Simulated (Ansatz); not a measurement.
CoO:

```
Co O
1.0
    -1.50800    1.50800    2.10725
     1.50800   -1.50800    2.10725
     1.50800    1.50800   -2.10725
Co O
1 1
Direct
  0.00000 0.00000 0.00000
  0.50000 0.50000 0.00000
```

| Item | Value |
| --- | --- |
| Program | Ansatz 0.2.0 |
| Task | relaxation of cell and atoms |
| Functional | PBE |
| Potentials or basis | Ansatz PAW |
| Cutoff | 420 eV (not typed: the program's choice for these potentials) |
| k mesh | 12 × 12 × 12 |
| Occupations | fermi-dirac, width 0.05 eV |
| Spin | collinear spin, ferromagnetic start |
| Starting moments | [2.0, 0.0] μB |
| Hubbard terms | Co d U = 3 eV |

At the start: volume 9.58 Å³/atom.

Problem. How do energy, volume and symmetry change on relaxing?

Solution. It ends after 20 steps and the volume is 10.10 Å³/atom (+5.3 %); space group R-3m (No. 166, to 0.05 Å); moment 3.00 μB per cell.

The path:
| step | energy change (eV) | largest force (eV/Å) | volume (Å³) |
| --- | --- | --- | --- |
| 1 | 0.0000 | 0.0000 | 19.17 |
| 2 | -0.0363 | 0.0000 | 19.69 |
| 3 | -0.0616 | 0.0000 | 20.17 |
| 4 | -0.0652 | 0.0000 | 20.21 |
| 5 | -0.0656 | 0.0000 | 20.19 |
| 6 | -0.0755 | 0.0000 | 20.19 |
| 7 | -0.0758 | 0.0000 | 20.28 |
| 8 | -0.0757 | 0.0000 | 20.31 |
| 9 | -0.0763 | 0.0000 | 20.31 |
| 10 | -0.0763 | 0.0000 | 20.31 |
| 11 | -0.0763 | 0.0000 | 20.31 |
| 12 | -0.1963 | 0.0000 | 20.31 |
| 13 | -0.2044 | 0.0000 | 20.27 |
| 14 | -0.2195 | 0.0000 | 20.13 |
| 15 | -0.2191 | 0.0000 | 20.24 |
| 16 | -0.2194 | 0.0000 | 20.18 |
| 17 | -0.2202 | 0.0000 | 20.18 |
| 18 | -0.2202 | 0.0000 | 20.19 |
| 19 | -0.2202 | 0.0000 | 20.19 |
| 20 | -0.2202 | 0.0000 | 20.19 |

Final structure:
```
CELL_PARAMETERS angstrom
-1.53527 1.53593 2.17265
1.53527 -1.50600 2.15123
1.53527 1.50600 -2.15123
ATOMIC_POSITIONS crystal
Co 0.00000 0.00000 0.00000
O 0.50000 0.50000 0.00000
```

Caveat: the magnetic or orbital state may not be the lowest; the plane-wave basis is chosen anew once the cell has moved, so the energies of steps on either side of that aren't comparable; the pressure holds a Pulay correction of +0.7 GPa for the finite cutoff; a cell with one magnetic atom can't hold antiferromagnetic order, which such compounds often take.
